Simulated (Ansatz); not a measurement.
Computed with DFT PBE, scalar-relativistic, plane waves, PAW (Ansatz 0.2.0). All cells share a 420 eV cutoff and Γ-centred k meshes spaced at most about 0.3 Å⁻¹ (about 0.25 or finer for metals, 2π included). No spin polarisation.

These are static total energies at zero pressure.

**Question.** Order these relaxed structures of BaH₄ by energy, lowest first, with the energy over the lowest of them.
1. Space group R-3m (No. 166), trigonal, a = 4.582 Å, c = 10.609 Å. Ba has 8 H at 2.75–2.76 Å, 6 H at 2.98 Å and 6 H at 3.41 Å; H on its first site is surrounded by 1 H at 2.17 Å, 3 H at 2.71 Å and 4 Ba at 2.75–2.76 Å; H on its second site is surrounded by 1 H at 0.77 Å, 1 H at 2.17 Å, 3 H at 2.71 Å, 4 H at 2.94–2.98 Å and 3 Ba at 2.98 Å.
2. Space group P-6m2 (No. 187), hexagonal, a = 4.146 Å, c = 5.039 Å. Ba is surrounded by 3 H at 2.39 Å and 6 H at 2.63 Å; H on a site of symmetry mm2 has 2 H at 1.30 Å and 2 Ba at 2.63 Å; H on a site of symmetry -6m2 is surrounded by 3 Ba at 2.39 Å.
3. Space group P6/mmm (No. 191), hexagonal, a = 4.599 Å, c = 3.974 Å. Ba is surrounded by 12 H at 2.69 Å; H has 1 H at 0.85 Å, 3 H at 2.66 Å, 3 Ba at 2.69 Å and 3 H at 2.79 Å.

**Answer.** 1 (0 meV/atom), 3 (291 meV/atom), 2 (758 meV/atom). Counting H atoms around Ba (those within 1.25 times the shortest such distance or 1.15 times the sum of covalent radii, 1.27 where that leaves under three; a plus sign parts nearer from farther groups): cell 1 has Ba 14+6; cell 3 has Ba 12; cell 2 has Ba 3+6. Cell 1 holds H–H pairs as short as in free H₂ molecules (shortest 0.77 Å); cell 3 holds H–H pairs (shortest 0.85 Å) (bonds between like non-metal atoms; other contacts aren't counted). Origin: cell 1, invented, then shaken at random and relaxed again; cell 2 and cell 3, invented.

With hydrogen, zero-point motion can shift such differences by 10 meV/atom or more. Cells relaxed within their symmetry can be saddle points. Some candidate types were left out of the draw beforehand, so a known form may be missing.
